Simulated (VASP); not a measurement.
## A VASP 6.6.1 single-point calculation on CaF2

INCAR

```
IBRION = -1
ALGO = Normal
NBANDS = 19
ISIF = 2
LWAVE = .FALSE.
LREAL = .FALSE.
AMIX = 0.05
ENCUT = 520
NELM = 120
EDIFF = 1E-7
LASPH = .TRUE.
SIGMA = 0.01
ISMEAR = 0
PREC = Accurate
METAGGA = R2SCAN
NSW = 0
LCHARG = .FALSE.
```

KPOINTS

```
KPOINTS created by Atomic Simulation Environment
0
Gamma
8 8 8
0 0 0
```

POSCAR

```
Ca F
 1.0000000000000000
     0.0000000000000000    2.7467889036000002    2.7467889036000002
     2.7467889036000002    0.0000000000000000    2.7467889036000002
     2.7467889036000002    2.7467889036000002    0.0000000000000000
 Ca  F
   1   2
Cartesian
  0.0000000000000000  0.0000000000000000  0.0000000000000000
  1.3733944517999999  1.3733944517999999  1.3733944517999999
  4.1201833554000000  4.1201833554000000  4.1201833554000000
```

The recommended PBE PAW datasets give the neutral cell 24 valence electrons.

Command

```
mpirun -np 1 vasp_std
```

How does this run end, and what does it give?

It converged. Results: gap between bands v and c on the k mesh 7.84 eV; least direct gap on the k mesh 8.10 eV; pressure -2.0 GPa. Band v is the last that the valence electrons fill when counted band by band, and c is the next.

OSZICAR

```
N       E                     dE             d eps       ncg     rms          rms(c)
DAV:   1     0.203129897064E+03    0.20313E+03   -0.13835E+04  1102   0.131E+03
DAV:   2    -0.224433435845E+02   -0.22557E+03   -0.21956E+03  1331   0.353E+02
DAV:   3    -0.333848982672E+02   -0.10942E+02   -0.10882E+02  1285   0.824E+01
DAV:   4    -0.337534251112E+02   -0.36853E+00   -0.36737E+00  1736   0.122E+01
DAV:   5    -0.337559515087E+02   -0.25264E-02   -0.25263E-02  1250   0.109E+00    0.704E+00
DAV:   6    -0.269609745891E+02    0.67950E+01   -0.12725E+00  1342   0.107E+01    0.755E+00
DAV:   7    -0.286613007003E+02   -0.17003E+01   -0.17022E+00  1282   0.950E+00    0.114E+01
DAV:   8    -0.262238783074E+02    0.24374E+01   -0.21828E+01  1180   0.324E+01    0.501E+00
DAV:   9    -0.260452677018E+02    0.17861E+00   -0.49959E-01  1194   0.675E+00    0.370E+00
DAV:  10    -0.259764891383E+02    0.68779E-01   -0.12931E+00  1138   0.954E+00    0.123E+00
DAV:  11    -0.259475772626E+02    0.28912E-01   -0.25158E-01  1189   0.394E+00    0.371E-01
DAV:  12    -0.259476624743E+02   -0.85212E-04   -0.44976E-03  1221   0.722E-01    0.412E-01
DAV:  13    -0.259519477768E+02   -0.42853E-02   -0.47218E-03  1267   0.592E-01    0.622E-01
DAV:  14    -0.259454909024E+02    0.64569E-02   -0.23060E-02  1129   0.107E+00    0.109E-01
DAV:  15    -0.259455207991E+02   -0.29897E-04   -0.42169E-04  1176   0.205E-01    0.966E-02
DAV:  16    -0.259455141602E+02    0.66389E-05   -0.73041E-05  1309   0.780E-02    0.598E-02
DAV:  17    -0.259454984112E+02    0.15749E-04   -0.17880E-04  1633   0.133E-01    0.308E-03
DAV:  18    -0.259454984446E+02   -0.33396E-07   -0.79410E-06  1353   0.238E-02    0.303E-03
DAV:  19    -0.259454981656E+02    0.27896E-06   -0.44155E-07  1454   0.585E-03    0.232E-03
DAV:  20    -0.259454982133E+02   -0.47623E-07   -0.22947E-07  1207   0.571E-03
   1 F= -.25945498E+02 E0= -.25945498E+02  d E =-.112569E-50
```

Standard output (part)

```
POSCAR found type information on POSCAR CaF
 POSCAR found :  2 types and       3 ions
 LDA part: xc-table for (None), standard interpolation
 POSCAR, INCAR and KPOINTS ok, starting setup
 WAVECAR not read
 entering main loop
```

For comparison, a separate r²SCAN run of the intended cell, on usual settings and not on those above, gives a gap of 7.84 eV on its mesh and a pressure of -2.0 GPa.
